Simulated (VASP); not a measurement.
Wanted: the native input for a VASP 6.6.1 run.

- Task: single point
- Functional: PBE
- Potentials or basis: VASP PAW PBE potentials, release 64 (Zn, Cu)
- Cutoff: 520 eV
- k mesh: 16 × 16 × 16
- Occupations: gaussian, width 0.15 eV
- Spin: no spin polarisation
- Dipole correction: no
- Further INCAR settings: ALGO = Fast; EDIFF = 1e-07; NBANDS = 18

The structure of ZnCu lies in POSCAR:

```
ZnCu
1.0
    3.0123811649     -0.3691505450     -0.3691505450
   -0.3691505450      3.0123811649     -0.3691505450
   -0.3691505450     -0.3691505450      3.0123811649
Zn Cu
1 1
Direct
    0.5000000000      0.5000000000      0.5000000000
    0.0000000000      0.0000000000      0.0000000000
```

The cell isn't the ideal one: volume 13.002 Å^3 an atom, length along [111] over the lengths across it, relative to the cubic cell 0.6725.

The input as run:

INCAR

```
PREC = Accurate ; ENCUT = 520
EDIFF = 1E-7 ; ISMEAR = 0
SIGMA = 0.15 ; LREAL = F
LASPH = T ; NELM = 100
ALGO = Fast ; ISIF = 2
LWAVE = F ; LCHARG = T
GGA = PE ; LELF = T
LVHAR = T ; NBANDS = 18
```

KPOINTS

```
Automatic mesh
0
Gamma
  16 16 16
```

Potentials or basis: VASP PAW PBE potentials, release 64 (Zn, Cu).

Launch:

```sh
$ cat potpaw_PBE.64/Zn/POTCAR potpaw_PBE.64/Cu/POTCAR > POTCAR
$ mpirun -np 1 vasp_std > vasp.out
```

Results of the run:

```yaml
Pressure: 44.2 GPa
Band_gap_on_the_k_mesh: none (metal or under the smearing width)
```

Caveat: a pressure of tens of GPa on the cell as given is suspect, and the run, the potentials or the cell itself is likely at fault.

It took 62 s on 1 thread of Intel(R) Xeon(R) 6975P-C (Granite Rapids) (shared host), peak memory 0.31 GiB.
